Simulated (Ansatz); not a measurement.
Crystal: NaI.

```
I Na
1.0
     0.00000    3.23640    3.23640
     3.23640    0.00000    3.23640
     3.23640    3.23640    0.00000
I Na
1 1
Direct
  0.50000 0.50000 0.50000
  0.00000 0.00000 0.00000
```

Base run:

```yaml
Program: Ansatz 0.2.0
Functional: PBEsol
Potentials_or_basis: all-electron LAPW, inner shells corrected to Dirac's equation
Cutoff: 133 eV (chosen from the basis error)
Basis_error_allowed: 0.001 eV/atom
k_mesh: 7 × 7 × 7
Occupations: fermi-dirac, width 0.05 eV
Spin: no spin polarisation
```

Its results: band gap on the k mesh 3.51 eV, direct; pressure -0.5 GPa.

Q: After a change of settings the same cell gave: band gap on the k mesh 4.09 eV, direct; pressure -0.3 GPa. Which change was it?
A. potentials or basis from all-electron LAPW, inner shells corrected to Dirac's equation to all-electron PAW datasets made for the crystal
B. potentials or basis from all-electron LAPW, inner shells corrected to Dirac's equation to all-electron LAPW, scalar-relativistic
C. potentials or basis from all-electron LAPW, inner shells corrected to Dirac's equation to all-electron LAPW, non-relativistic

A: C.

Caveats: spin-orbit coupling is left out, which moves the levels of the heavy elements; relativity is left out, which matters for the heavier elements (some runs).

The runs don't all hold the same shells in valence.
